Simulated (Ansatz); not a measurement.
**Piezoelectric tensor of MgZn3O4**

All numbers below come from DFT PBE, scalar-relativistic, plane waves, PAW in Ansatz. Plane waves to 420 eV; Γ-centred k mesh 6×6×6; fixed occupations. No spin polarisation.

Relaxed structure:
```yaml
crystal:
  lattice:
    - [4.61354, 0.00000, 0.00000]
    - [0.00000, 4.61354, 0.00000]
    - [0.00000, 0.00000, 4.61354]
  atoms:
    - { symbol: Mg, position: [0.00000, 0.00000, 0.00000] }
    - { symbol: Zn, position: [0.50000, 0.00000, 0.50000] }
    - { symbol: Zn, position: [0.50000, 0.50000, 0.00000] }
    - { symbol: Zn, position: [0.00000, 0.50000, 0.50000] }
    - { symbol: O, position: [0.24834, 0.75166, 0.75166] }
    - { symbol: O, position: [0.24834, 0.24834, 0.24834] }
    - { symbol: O, position: [0.75166, 0.75166, 0.24834] }
    - { symbol: O, position: [0.75166, 0.24834, 0.75166] }
```

The structure comes from a generated guess, relaxed at this level; another structure or a mixture of phases may lie lower.

**Question.** Give the relaxed-ion proper piezoelectric stress tensor e_iJ (C/m², Voigt columns xx yy zz yz xz xy).

**Answer.**
```
x   0.00 0.00 0.00 0.68 0.00 0.00
y   0.00 0.00 0.00 0.00 0.68 0.00
z   0.00 0.00 0.00 0.00 0.00 0.68
```
Signs follow the orientation of the cell as given.

**Question.** With the elastic constants (GPa, Voigt order)
```
152.8 111.3 111.3   0.0   0.0   0.0
111.3 152.8 111.3   0.0   0.0   0.0
111.3 111.3 152.8   0.0   0.0   0.0
  0.0   0.0   0.0  67.5   0.0   0.0
  0.0   0.0   0.0   0.0  67.5   0.0
  0.0   0.0   0.0   0.0   0.0  67.5
```
find the strain coefficients d = e·C⁻¹ (pC/N).

**Answer.**
```
x    0.0  0.0  0.0 10.1  0.0  0.0
y    0.0  0.0  0.0  0.0 10.1  0.0
z    0.0  0.0  0.0  0.0  0.0 10.1
```
